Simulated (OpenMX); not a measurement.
Rh:

```
CELL_PARAMETERS angstrom
0.00000 1.89785 1.89785
1.89785 0.00000 1.89785
1.89785 1.89785 0.00000
ATOMIC_POSITIONS crystal
Rh 0.00000 0.00000 0.00000
```

- Program: OpenMX 3.8.5
- Task: single point
- Functional: PBE
- Potentials or basis: OpenMX 2013 PBE set, Rh7.0-s3p2d2, grid cutoff 400 Ry
- k mesh: 13 × 13 × 13
- Occupations: fermi-dirac, width 0.05 eV
- Spin: no spin polarisation

On this cell: pressure 15.0 GPa; band gap on the k mesh none (metal or under the smearing width).

The same run follows on a disturbed copy (cell strained at random at fixed volume):

```xyz
1
Lattice="-0.0393 1.8831 1.9625 1.9019 0.0328 1.8903 1.9247 1.8337 0.0101" Properties=species:S:1:pos:R:3 pbc="T T T"
Rh   -0.0047   -0.0016    0.0159
```

Problem. What does the disturbed cell give?

Solution. The energy (extrapolated to zero smearing) moves by +42.1 meV/atom; pressure 16.3 GPa; band gap on the k mesh none (metal or under the smearing width).

Caveats: the basis of atomic orbitals isn't converged, which shifts pressures, moduli and gaps.
